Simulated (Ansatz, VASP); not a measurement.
Two plane-wave programs on SnTe

INCAR

```
PREC = Accurate ; ENCUT = 520
EDIFF = 1E-7 ; ISMEAR = -1
SIGMA = 0.02 ; LREAL = F
LASPH = T ; NELM = 60
ALGO = Normal ; ISIF = 2
LWAVE = F ; LCHARG = T
GGA = PE ; LELF = T
LVHAR = T ; NBANDS = 17
```

Contents of KPOINTS:

```
regular mesh
0
Gamma
  6 6 6
```

File POSCAR:

```
SnTe
1.0
    0.0000000000      3.2389421594      3.2389421594
    3.2389421594      0.0000000000      3.2389421594
    3.2389421594      3.2389421594      0.0000000000
Sn Te
1 1
Direct
    0.0000000000      0.0000000000      0.0000000000
    0.5000000000      0.5000000000      0.5000000000
```

Input for Ansatz:

```yaml
crystal:
  lattice:
    - [0.0, 3.2389421594, 3.2389421594]
    - [3.2389421594, 0.0, 3.2389421594]
    - [3.2389421594, 3.2389421594, 0.0]
  atoms:
    - { symbol: Sn, position: [0.0, 0.0, 0.0] }
    - { symbol: Te, position: [0.5, 0.5, 0.5] }
kpoints:
  mp_grid: { grid: [6, 6, 6] }
hamiltonian:
  xc: pbe
scf:
  occupations: { method: fermi_dirac, width: 0.02 }
  n_extra_bands: 4
output:
  forces: true
  stress: true
  eigenvalues: true
```

Alike in both runs: task single point; functional PBE; k mesh 6 × 6 × 6; occupations fermi-dirac, width 0.02 eV; no spin polarisation.

|  | VASP | Ansatz |
| --- | --- | --- |
| version | VASP 6.6.1 | Ansatz 0.2.0 |
| potentials or method | VASP PAW PBE potentials, release 64 (Sn_d, Te) | plane waves, PAW |
| plane-wave cutoff (eV) | 520 | 420 |
| valence electrons in the cell | 20 | 30 |

```tsv
	VASP	Ansatz	Ansatz less VASP
pressure (GPa)	-1.2	-1.1	+0.02
```

The two sets of potentials don't hold the same shells in valence.

Caveats: spin-orbit coupling is left out, which moves the levels of the heavy elements.
